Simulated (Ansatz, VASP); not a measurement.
## CsSnI3 in VASP and in Ansatz

```
Cs Sn I
1.0
     6.20570    0.00000    0.00000
     0.00000    6.20570    0.00000
     0.00000    0.00000    6.20570
Cs Sn I
1 1 3
Direct
  0.00000 0.00000 0.00000
  0.50000 0.50000 0.50000
  0.00000 0.50000 0.50000
  0.50000 0.00000 0.50000
  0.50000 0.50000 0.00000
```

Alike in both runs: task single point; functional r2SCAN; k mesh 4 × 4 × 4; occupations gaussian, width 0.05 eV; no spin polarisation.

```csv
,VASP,Ansatz
version,VASP 6.6.1,Ansatz 0.2.0
potentials or method,"VASP PAW PBE potentials, release 64 (Cs_sv, Sn_d, I)","scalar-relativistic, plane waves, PAW"
plane-wave cutoff (eV),520,500
valence electrons in the cell,44,74
```

|  | VASP | Ansatz | Ansatz less VASP |
| --- | --- | --- | --- |
| gap on the k mesh at the Fermi level (eV) | 0.42 | 0.42 | +0.001 |
| pressure (GPa) | 0.3 | 0.3 | +0.01 |

The functional is the same, so the differences come from potentials, cutoffs and numerics. The two sets of potentials don't hold the same shells in valence.

Caveats: the PAW data sets were made with another functional, which shifts forces and pressure a little (VASP); spin-orbit coupling is left out, which moves the levels of the heavy elements.
